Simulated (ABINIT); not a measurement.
# CdSe (Cadmoselite) (P6_3mc) in ABINIT: notebook, part 2 of 2

ABINIT 10.8.3 (patched build). Earlier steps stand in the parts before.

## 3. Single point, LDA

Contents of run.abi:

```
pp_dirpath "./"
pseudos "Cd.LDA_PW-JTH.xml, Se.LDA_PW-JTH.xml"

acell 8.1258223359 8.1258223359 13.2658773949
rprim
     1.0000000000     0.0000000000     0.0000000000
    -0.5000000000     0.8660254038     0.0000000000
     0.0000000000     0.0000000000     1.0000000000
ntypat 2
znucl 48 34
natom 4
typat 1 1 2 2
xred
     0.6666666667     0.3333333333     0.5000000000
     0.3333333333     0.6666666667     0.0000000000
     0.6666666667     0.3333333333     0.8850000000
     0.3333333333     0.6666666667     0.3850000000

ecut 17.0
pawecutdg 34.0

kptopt 1
ngkpt 3 3 2
nshiftk 1
shiftk 0.0 0.0 0.0

ixc 7

nband 22
occopt 3
tsmear 0.00183747

nstep 100
tolvrs 1.0e-9

iomode 3
prtwf 0
prteig 0
prtebands 0
prtden 1
prtvha 1
prtvclmb 1
prtpot 1
```

Potentials or basis: JTH PAW LDA v2.0.

Command:

```bash
abinit run.abi > log 2>&1
```

Wall time 14 s (1 thread of Arm Neoverse V2, shared host); peak memory 0.11 GiB.

Results (log left out):

| Property | Result |
| --- | --- |
| Free energy | -3123.1993 eV |
| Largest force | 0.310 eV/Å |
| Band gap on the k mesh | 0.38 eV, direct |
| Valence electrons inside the program's atomic spheres | Cd 10.46; Se 3.96 |

Forces on the atoms (eV/Å):
```
Cd   0.000  0.000  0.310
Cd   0.000  0.000  0.310
Se   0.000  0.000 -0.310
Se   0.000  0.000 -0.310
```

Levels at points of the mesh, in eV from the valence-band top:
| k point | band 15 | band 16 | band 17 | band 18 | band 19 | band 20 | band 21 | band 22 |
| --- | --- | --- | --- | --- | --- | --- | --- | --- |
| (0.00, 0.00, 0.00) | -0.74 | -0.03 | 0.00 | 0.00 | 0.38 | 1.84 | 5.70 | 5.70 |
| (0.00, 0.00, 0.50) | -0.38 | -0.38 | -0.38 | -0.38 | 2.07 | 2.07 | 5.60 | 5.60 |

Caveat: the k mesh is coarse (spacing up to 0.56 Å⁻¹), so the values aren't converged; the cutoff is too short for stress, so the log's stress isn't used. Expect the measured gap to be larger: semilocal functionals such as LDA lack the derivative discontinuity.

## 4. Single point, LDA

Contents of run.abi:

```
# Pseudopotentials
pp_dirpath "./"
pseudos "Cd.LDA_PW-JTH.xml, Se.LDA_PW-JTH.xml"

# Structure
acell 3*1.0 Angstrom
rprim
     4.3000000000     0.0000000000     0.0000000000
    -2.1500000000     3.7239092363     0.0000000000
     0.0000000000     0.0000000000     7.0200000000
ntypat 2
znucl 48 34
natom 4
typat 1 1 2 2
xcart
     4.0629111684     2.3457228563     6.6329386974
    -0.0000000004     4.6914457133     0.0000000000
     4.0629111684     2.3457228563    11.7403014945
    -0.0000000004     4.6914457133     5.1073627970

# Plane-wave basis
ecut 17.0
pawecutdg 34.0

# k points
kptopt 1
ngkpt 9 9 5
nshiftk 1
shiftk 0.0 0.0 0.0

# Exchange and correlation
ixc 7

# Bands and occupations
nband 22
occopt 3
tsmear 0.05 eV

# SCF cycle
nstep 100
tolvrs 1.0e-9

# Output
iomode 3
prtwf 0
prteig 0
prtebands 0
prtden 1
prtvha 1
prtvclmb 1
prtpot 1
```

Potentials or basis: JTH PAW LDA v2.0.

Command:

```bash
abinit run.abi > log 2>&1
```

run.abo:

```text
.Version 10.8.3 of ABINIT
 Symmetries : space group P6_3 m c (#186); Bravais hP (primitive hexag.)
================================================================================
 Values of the parameters that define the memory need of the present run
     intxc =       0    ionmov =       0      iscf =      17    lmnmax =      18
     lnmax =       6     mgfft =      50  mpssoang =       3    mqgrid =    3483
     natom =       4  nloc_mem =       2    nspden =       1   nspinor =       1
    nsppol =       1      nsym =      12    n1xccc =       1    ntypat =       2
    occopt =       3   xclevel =       1
       mpw =        2563          nfft =       51200          nkpt =          36
 PAW method is used; the additional fine FFT grid is defined by:
   mgfftf=        72    nfftf =    145800
================================================================================
================================================================================

--------------------------------------------------------------------------------
------------- Echo of variables that govern the present computation ------------
--------------------------------------------------------------------------------
 -outvars: echo values of preprocessed input variables --------
            acell      1.8897261259E+00  1.8897261259E+00  1.8897261259E+00 Bohr
              amu      1.12411000E+02  7.89600000E+01
             ecut      1.70000000E+01 Hartree
              ixc           7
         kptrlatt        9    0    0      0    9    0      0    0    5
          kptrlen      6.63293870E+01
            natom           4
[... 249 lines left out ...]
Total energy DC     : -1.60332902439199E+04
Total energy (eV)   : -4.36288054356263E+05
Total energy DC (eV): -4.36288053621223E+05
...

 Cartesian components of stress tensor (hartree/bohr^3)
  sigma(1 1)=  5.28683182E-05  sigma(3 2)=  0.00000000E+00
  sigma(2 2)=  5.28683181E-05  sigma(3 1)=  0.00000000E+00
  sigma(3 3)=  1.07045569E-04  sigma(2 1)=  0.00000000E+00

-Cartesian components of stress tensor (GPa)         [Pressure= -2.0868E+00 GPa]
- sigma(1 1)=  1.55543962E+00  sigma(3 2)=  0.00000000E+00
- sigma(2 2)=  1.55543962E+00  sigma(3 1)=  0.00000000E+00
- sigma(3 3)=  3.14938937E+00  sigma(2 1)=  0.00000000E+00

== END DATASET(S) ==============================================================
================================================================================

 -outvars: echo values of variables after computation  --------
            acell      1.8897261259E+00  1.8897261259E+00  1.8897261259E+00 Bohr
           etotal     -1.1478453038E+02
            fcart     -0.0000000000E+00 -0.0000000000E+00  4.9650634852E-03
                      -0.0000000000E+00 -0.0000000000E+00  4.9650634852E-03
                      -0.0000000000E+00 -0.0000000000E+00 -4.9650634852E-03
                      -0.0000000000E+00 -0.0000000000E+00 -4.9650634852E-03
            rprim      4.3000000000E+00  0.0000000000E+00  0.0000000000E+00
                      -2.1500000000E+00  3.7239092363E+00  0.0000000000E+00
                       0.0000000000E+00  0.0000000000E+00  7.0200000000E+00
           strten      5.2868318176E-05  5.2868318074E-05  1.0704556891E-04
                       0.0000000000E+00  0.0000000000E+00  0.0000000000E+00
           xangst      2.1499999993E+00  1.2413030775E+00  3.5100000000E+00
                      -7.1484734875E-10  2.4826061563E+00  0.0000000000E+00
                       2.1499999993E+00  1.2413030775E+00  6.2126999982E+00
                      -7.1484734875E-10  2.4826061563E+00  2.7026999982E+00
             xred      6.6666666633E-01  3.3333333300E-01  5.0000000000E-01
                       3.3333333300E-01  6.6666666633E-01  0.0000000000E+00
                       6.6666666633E-01  3.3333333300E-01  8.8499999974E-01
                       3.3333333300E-01  6.6666666633E-01  3.8499999974E-01
 Calculation completed.
```

Wall time 79 s (1 thread of Arm Neoverse V2, shared host); peak memory 0.16 GiB.

What came out:

```yaml
Free_energy: -3123.4462 eV
Largest_force: 0.255 eV/Å
Band_gap_on_the_k_mesh: 0.42 eV, direct
Valence_electrons_inside_the_program's_atomic_spheres: Cd 10.46; Se 3.95
```

Forces in eV/Å, atoms in the order of the input:
```
Cd   0.000  0.000  0.255
Cd   0.000  0.000  0.255
Se   0.000  0.000 -0.255
Se   0.000  0.000 -0.255
```

Caveat: the cutoff is too short for stress, so the log's stress isn't used.

## 5. Overview

| level | potentials or basis | k mesh | mesh quality | gap on the mesh (eV) | largest force (eV/Å) |
| --- | --- | --- | --- | --- | --- |
| PBE | JTH PAW PBE v2.0 | 6 × 6 × 3 | not flagged | 0.69 | 0.28 |
| LDA | JTH PAW LDA v2.0 | 3 × 3 × 2 | coarse | 0.38 | 0.31 |
| LDA | JTH PAW LDA v2.0 | 9 × 9 × 5 | not flagged | 0.42 | 0.26 |

Alike in all rows: task single point; no spin polarisation; cell as given; cutoff (eV) 463; smearing fermi-dirac 0.05 eV.

Caveats: some runs use coarse meshes.

Absolute energies hang on the potentials; compare differences alone.

## 6. Against experiment

Step 2. Measured gap of CdSe: 1.841 eV (2 K; a printed reference work, data compilation). This calculation gives 0.69 eV (-1.15 eV). So large a miss can be the level of theory's own, or it may mean another phase, state or a wrong row. Spin-orbit coupling on Cd, Se is left out. The value is that of PBE, without temperature or zero-point motion. Semilocal functionals fall short of measured gaps as a rule.

Step 4. Against the measured gap of CdSe, 1.841 eV (2 K; a printed reference work, data compilation), the calculated 0.42 eV is off by -1.42 eV. So large a miss can be the level of theory's own, or it may mean another phase, state or a wrong row. Spin-orbit coupling on Cd, Se is left out. The value is that of LDA, without temperature or zero-point motion. Semilocal functionals fall short of measured gaps as a rule.
